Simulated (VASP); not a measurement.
# Pr (I4/mmm) in VASP: a series of runs

Aim: see how the results for Pr move with the level of theory and the settings. Levels: PBEsol, PBE. Tasks: single point.

Everything below comes from runs of VASP 6.6.1. Logs are shortened: lines on timing, memory, paths and dates and some standing lists are left out, and cuts for length are marked.

### 1 The structure

Symmetry: I4/mmm, No. 139, tetragonal system. Conventional cell: a = 4.389 Å, b = 4.389 Å, c = 3.772 Å, α = 90.00°, β = 90.00°, γ = 90.00°. Pr (site symmetry 4/mmm) has 10 Pr at 3.63 to 3.77 Å as nearest neighbours.

This isn't the form of Pr at room conditions, which is double hcp.

### 2 Single point, PBEsol, collinear spin, ferromagnetic start

Input file INCAR:

```
PREC = Accurate ; ENCUT = 520
EDIFF = 1E-7 ; ISMEAR = 0
SIGMA = 0.1 ; LREAL = False
LASPH = True ; NELM = 120
ALGO = Normal ; ISIF = 2
LWAVE = False ; LCHARG = False
ISPIN = 2 ; MAGMOM = 2
LORBIT = 11 ; LMAXMIX = 6
GGA = PS
```

Input file KPOINTS:

```
regular mesh
0
Gamma
  9 9 9
```

Input file POSCAR:

```
Pr
1.0
   -2.1944725387      2.1944725387      1.8859478524
    2.1944725387     -2.1944725387      1.8859478524
    2.1944725387      2.1944725387     -1.8859478524
Pr
1
Cartesian
    0.0000000000      0.0000000000      0.0000000000
```

Potentials or basis: VASP PAW PBE potentials, release 64 (Pr_3), 4f in core.

Started as:

```sh
> cat potpaw_PBE.64/Pr_3/POTCAR > POTCAR
> mpirun -np 1 vasp_std > vasp.out
```

OUTCAR:

```text
PREC = Accurate
   ENCUT = 520
   EDIFF = 1E-7
   ISMEAR = 0
   LREAL = False
   LASPH = True
   NELM = 120
   ISIF = 2
   ISPIN = 2
   LORBIT = 11
   GGA = PS

 ion  position               nearest neighbor table
   1  0.000  0.000  0.000-

  LATTYP: Found a body centered tetragonal cell.
 ALAT       =     4.3889450774
 C/A-ratio  =     0.8594082720

  Lattice vectors:

 A1 = (  -2.1944725387,   2.1944725387,   1.8859478524)
 A2 = (   2.1944725387,  -2.1944725387,   1.8859478524)
 A3 = (   2.1944725387,   2.1944725387,  -1.8859478524)

Analysis of symmetry for initial positions (statically):
=====================================================================
 Subroutine PRICEL returns:
 Original cell was already a primitive cell.

 Routine SETGRP: Setting up the symmetry group for a
 body centered tetragonal supercell.

 Subroutine GETGRP returns: Found 16 space group operations
 (whereof 16 operations were pure point group operations)
 out of a pool of 16 trial point group operations.

The static configuration has the point symmetry D_4h.

Analysis of symmetry for dynamics (positions and initial velocities):
=====================================================================
 Subroutine PRICEL returns:
 Original cell was already a primitive cell.

 Routine SETGRP: Setting up the symmetry group for a
 body centered tetragonal supercell.

 Subroutine GETGRP returns: Found 16 space group operations
 (whereof 16 operations were pure point group operations)
 out of a pool of 16 trial point group operations.

The dynamic configuration has the point symmetry D_4h.

Analysis of structural, dynamic, and magnetic symmetry:
=====================================================================
 Subroutine PRICEL returns:
 Original cell was already a primitive cell.

 Routine SETGRP: Setting up the symmetry group for a
 body centered tetragonal supercell.

 Subroutine GETGRP returns: Found 16 space group operations
 (whereof 16 operations were pure point group operations)
 out of a pool of 16 trial point group operations.

The overall configuration has the point symmetry D_4h.

 Subroutine INISYM returns: Found 16 space group operations
 (whereof 16 operations are pure point group operations),
 and found     1 'primitive' translations

----------------------------------------------------------------------------------------

                                     Primitive cell

  volume of cell :      36.3287

  direct lattice vectors                    reciprocal lattice vectors
    -2.194472539  2.194472539  1.885947852     0.000000000  0.227845184  0.265118677
     2.194472539 -2.194472539  1.885947852     0.227845184  0.000000000  0.265118677
     2.194472539  2.194472539 -1.885947852     0.227845184  0.227845184  0.000000000

  length of vectors
     3.631558722  3.631558722  3.631558722     0.349573084  0.349573084  0.322221750

  position of ions in fractional coordinates (direct lattice)
     0.000000000  0.000000000  0.000000000

  ion indices of the primitive-cell ions
   primitive index   ion index
                 1           1

----------------------------------------------------------------------------------------

 KPOINTS: regular mesh

Automatic generation of k-mesh.
 Grid dimensions read from file:
 generate k-points for:    9    9    9

 Generating k-lattice:

  Cartesian coordinates                     Fractional coordinates (reciprocal lattice)
     0.000000000  0.025316132  0.029457631     0.111111111  0.000000000  0.000000000
     0.025316132  0.000000000  0.029457631     0.000000000  0.111111111  0.000000000
     0.025316132  0.025316132  0.000000000     0.000000000  0.000000000  0.111111111

  Length of vectors
     0.038841454  0.038841454  0.035802417

  Shift w.r.t. Gamma in fractional coordinates (k-lattice)
     0.000000000  0.000000000  0.000000000

 Subroutine IBZKPT returns following result:
 ===========================================

 Found     75 irreducible k-points:

 Following reciprocal coordinates:
            Coordinates               Weight
  0.000000  0.000000  0.000000      1.000000
  0.111111 -0.000000  0.000000      8.000000
  0.222222  0.000000 -0.000000      8.000000
  0.333333  0.000000  0.000000      8.000000
  0.444444  0.000000 -0.000000      8.000000
  0.111111  0.111111  0.000000      8.000000
[... 42 lines left out ...]
 -0.333333 -0.333333  0.111111      8.000000
 -0.222222 -0.333333  0.111111     16.000000
 [... further k-points ...]
   k-points           NKPTS =     75   k-points in BZ     NKDIM =     75   number of bands    NBANDS=     10
   number of dos      NEDOS =    301   number of ions     NIONS =      1
   total plane-waves  NPLWV =  21952
   dimension x,y,z NGX =    28 NGY =   28 NGZ =   28
   dimension x,y,z NGXF=    56 NGYF=   56 NGZF=   56
   ions per type =               1
   NGX,Y,Z   is equivalent  to a cutoff of  12.82, 12.82, 12.82 a.u.
   NGXF,Y,Z  is equivalent  to a cutoff of  25.64, 25.64, 25.64 a.u.
 SYSTEM =  unknown system
   PREC   = accura    normal or accurate (medium, high low for compatibility)
   ISTART =      0    job   : 0-new  1-cont  2-samecut
   ICHARG =      2    charge: 1-file 2-atom 10-const
   ISPIN  =      2    spin polarized calculation?
   LNONCOLLINEAR =      F non collinear calculations
   LSORBIT =      F    spin-orbit coupling
   LASPH  =      T    aspherical Exc in radial PAW
   ENCUT  =  520.0 eV  38.22 Ry    6.18 a.u.   6.75  6.75  6.75*2*pi/ulx,y,z
   NELM   =    120;   NELMIN=  2; NELMDL= -5     # of ELM steps
   EDIFF  = 0.1E-06   stopping-criterion for ELM
   LREAL  =      F    real-space projection
   EDIFFG = 0.1E-05   stopping-criterion for IOM
   NSW    =      0    number of steps for IOM
   IBRION =     -1    ionic relax: 0-MD 1-quasi-New 2-CG
   NFREE  =      0    steps in history (QN), initial steepest desc. (CG)
   ISIF   =      2    stress and relaxation
   ISYM   =      2    0-nonsym 1-usesym 2-fastsym
   POTIM  = 0.5000    time-step for ionic-motion
   TEBEG  =    0.0;   TEEND  =   0.0 temperature during run
   PSTRESS=    0.0 pullay stress
   NELECT =      11.0000    total number of electrons
   NUPDOWN=      -1.0000    fix difference up-down
   EMIN   =  10.00;   EMAX   =-10.00  energy-range for DOS
   EFERMI =   0.00;   METHOD = LEGACY
   ISMEAR =     0;   SIGMA  =   0.10  broadening in eV -4-tet -1-fermi 0-gaus
   EFERMI_NEDOS =   21; number of points for ismear=-14 and -15
   IALGO  =     38    algorithm
   IMIX   =      4    mixing-type and parameters
     AMIX     =   0.40;   BMIX     =  1.00
     AMIX_MAG =   1.60;   BMIX_MAG =  1.00
  volume/ion in A,a.u.               =      36.33       245.16
  Fermi-wavevector in a.u.,A,eV,Ry     =   1.099316  2.077405 16.442571  1.208495
  Thomas-Fermi vector in A             =   2.235708
   LORBIT       =     11    0 simple, 1 ext, 2 COOP (PROOUT), +10 PAW based schemes
   GGA     = PS    functional components
   LHFCALC =     F    Hartree Fock is set to
   AEXX    =    0.0000 exact exchange contribution
   IVDW    =     0    specifies the selected vdW correction
   LEPSILON=     F    determine dielectric tensor
   LRPA    =     F    only Hartree local field effects (RPA)
 spin polarized calculation
 Gauss-broadening in eV      SIGMA  =   0.10
  energy-cutoff  :      520.00
  volume of cell :       36.33
 maximum number of plane-waves:       987
   NGX = 13   NGY = 13   NGZ = 13

 number of electron      11.0000000 magnetization       0.0239826

 number of electron      11.0000000 magnetization      -0.0001844

 Free energy of the ion-electron system (eV)
  ---------------------------------------------------
  ext. energy  EPLUGINS =         0.00000000
  ---------------------------------------------------
  free energy    TOTEN  =        -5.08363205 eV

  energy without entropy =       -5.07400155  energy(sigma->0) =       -5.07881680

 E-fermi :   3.3176     XC(G=0):  -9.6838

 val. band max:        3.2677813277   @ k =   0.2222   0.2222  -0.0000
 cond. band min:       3.3404246533   @ k =  -0.3333   0.4444   0.1111
 fundamental gap:      0.0726433256
 Fermi energy:         3.3175971985

 spin component 1

 k-point     1 :       0.0000    0.0000    0.0000
  band No.  band energies     occupation
      1     -33.0218      1.00000
      2     -14.4322      1.00000
      3     -14.4322      1.00000
      4     -14.3698      1.00000
      5      -0.3833      1.00000
      6       3.9332      0.00000
      7       5.3976      0.00000
      8       5.3976      0.00000
      9       5.8273      0.00000
     10       7.8663      0.00000

 k-point     2 :       0.1111   -0.0000    0.0000
  band No.  band energies     occupation
      1     -33.0038      1.00000
      2     -14.5434      1.00000
      3     -14.4747      1.00000
      4     -14.4152      1.00000
      5       0.0053      1.00000
      6       3.9901      0.00000
      7       5.0890      0.00000
      8       5.3612      0.00000
      9       5.9924      0.00000
     10       7.4829      0.00000

 k-point     3 :       0.2222    0.0000   -0.0000
  band No.  band energies     occupation
      1     -32.9579      1.00000
      2     -14.8832      1.00000
      3     -14.5800      1.00000
      4     -14.4526      1.00000
      5       0.9252      1.00000
      6       3.6534      0.00000
      7       4.4209      0.00000
      8       6.0652      0.00000
      9       6.6513      0.00000
     10       7.0908      0.00000
[... 456 lines left out ...]
 k-point    39 :      -0.2222    0.3333    0.1111
  band No.  band energies     occupation
      1     -32.9159      1.00000
      2     -15.0762      1.00000
      3     -14.7158      1.00000
      4     -14.5434      1.00000
      5       1.8290      1.00000
      6       3.5123      0.00294
      7       4.4133      0.00000
      8       5.7938      0.00000
      9       7.0625      0.00000
     10       7.6786      0.00000

 k-point    40 :      -0.1111    0.3333    0.1111
  band No.  band energies     occupation
      1     -32.9031      1.00000
      2     -15.1622      1.00000
      3     -14.7628      1.00000
      4     -14.5316      1.00000
      5       1.7977      1.00000
      6       3.5862      0.00007
      7       3.9977      0.00000
      8       6.5161      0.00000
      9       7.4179      0.00000
     10       7.8021      0.00000

 [... further k-points ...]

 spin component 2

 k-point     1 :       0.0000    0.0000    0.0000
  band No.  band energies     occupation
      1     -33.0218      1.00000
      2     -14.4323      1.00000
      3     -14.4323      1.00000
      4     -14.3699      1.00000
      5      -0.3834      1.00000
      6       3.9331      0.00000
      7       5.3975      0.00000
      8       5.3975      0.00000
      9       5.8272      0.00000
     10       7.8662      0.00000

 k-point     2 :       0.1111   -0.0000    0.0000
  band No.  band energies     occupation
      1     -33.0038      1.00000
      2     -14.5435      1.00000
      3     -14.4748      1.00000
      4     -14.4152      1.00000
      5       0.0052      1.00000
      6       3.9900      0.00000
      7       5.0889      0.00000
      8       5.3611      0.00000
      9       5.9923      0.00000
     10       7.4828      0.00000

 k-point     3 :       0.2222    0.0000   -0.0000
  band No.  band energies     occupation
      1     -32.9579      1.00000
      2     -14.8832      1.00000
      3     -14.5800      1.00000
      4     -14.4527      1.00000
      5       0.9251      1.00000
      6       3.6533      0.00000
      7       4.4208      0.00000
      8       6.0651      0.00000
      9       6.6512      0.00000
     10       7.0907      0.00000
[... 456 lines left out ...]
 k-point    39 :      -0.2222    0.3333    0.1111
  band No.  band energies     occupation
      1     -32.9159      1.00000
      2     -15.0762      1.00000
      3     -14.7159      1.00000
      4     -14.5434      1.00000
      5       1.8289      1.00000
      6       3.5122      0.00296
      7       4.4132      0.00000
      8       5.7937      0.00000
      9       7.0624      0.00000
     10       7.6785      0.00000

 k-point    40 :      -0.1111    0.3333    0.1111
  band No.  band energies     occupation
      1     -32.9031      1.00000
      2     -15.1623      1.00000
      3     -14.7628      1.00000
      4     -14.5317      1.00000
      5       1.7976      1.00000
      6       3.5861      0.00007
      7       3.9976      0.00000
      8       6.5160      0.00000
      9       7.4179      0.00000
     10       7.8020      0.00000

 [... further k-points ...]

------------------------ aborting loop because EDIFF is reached ----------------------------------------

 total charge

# of ion       s       p       d       tot
------------------------------------------
    1        2.129   5.704   0.949   8.782

 magnetization (x)

# of ion       s       p       d       tot
------------------------------------------
    1       -0.000  -0.000  -0.000  -0.000

  FORCE on cell =-STRESS in cart. coord.  units (eV):
  Direction    XX          YY          ZZ          XY          YZ          ZX
  --------------------------------------------------------------------------------------
  -------------------------------------------------------------------------------------
  Total       -0.4636148     -0.4636148     -0.5392628      0.0000000      0.0000000     -0.0000000
  in kB      -20.4464492    -20.4464492    -23.7826973      0.0000000      0.0000000     -0.0000000
  external PRESSURE =     -21.5585319 kB  Pullay stress =       0.0000000 kB

 VOLUME and BASIS-vectors are now :
 -----------------------------------------------------------------------------
  energy-cutoff  :      520.00
  volume of cell :       36.33
      direct lattice vectors                 reciprocal lattice vectors
    -2.194472539  2.194472539  1.885947852     0.000000000  0.227845184  0.265118677
     2.194472539 -2.194472539  1.885947852     0.227845184  0.000000000  0.265118677
     2.194472539  2.194472539 -1.885947852     0.227845184  0.227845184  0.000000000

 POSITION                                       TOTAL-FORCE (eV/Angst)
 -----------------------------------------------------------------------------------
      0.00000      0.00000      0.00000        -0.000000      0.000000      0.000000
 -----------------------------------------------------------------------------------
    total drift:                               -0.000000     -0.000000     -0.000000

  FREE ENERGIE OF THE ION-ELECTRON SYSTEM (eV)
  ---------------------------------------------------
  free  energy   TOTEN  =        -5.0836320491 eV

  energy  without entropy=       -5.0740015525  energy(sigma->0) =       -5.07881680

 total charge

# of ion       s       p       d       tot
------------------------------------------
    1        2.129   5.704   0.949   8.782

 magnetization (x)

# of ion       s       p       d       tot
------------------------------------------
    1       -0.000  -0.000  -0.000  -0.000
```

Wall time 51 s (1 thread of Intel Xeon Platinum 8488C (Sapphire Rapids), shared host); peak memory 0.2 GiB.

Results:

| Property | Result |
| --- | --- |
| Free energy | -5.0836 eV |
| Pressure | -2.2 GPa |
| Band gap on the k mesh | none (metal or under the smearing width) |
| Net moment | 0.00 μB per cell |
| Valence electrons inside the program's atomic spheres | Pr 8.78 |

Stress tensor (GPa, compression positive):
```
-2.04  0.00  0.00
 0.00 -2.04  0.00
 0.00  0.00 -2.38
```

Caveat: the magnetic or orbital state may not be the lowest; the PAW data sets were made with another functional, which shifts forces and pressure a little; spin-orbit coupling is left out, which moves the levels of the heavy elements; the 4f electrons are frozen in the core as for a trivalent ion, so they carry no moment and show no levels. The state reached can hang on the start; a lower one may exist.

[end of part 1 of 2]
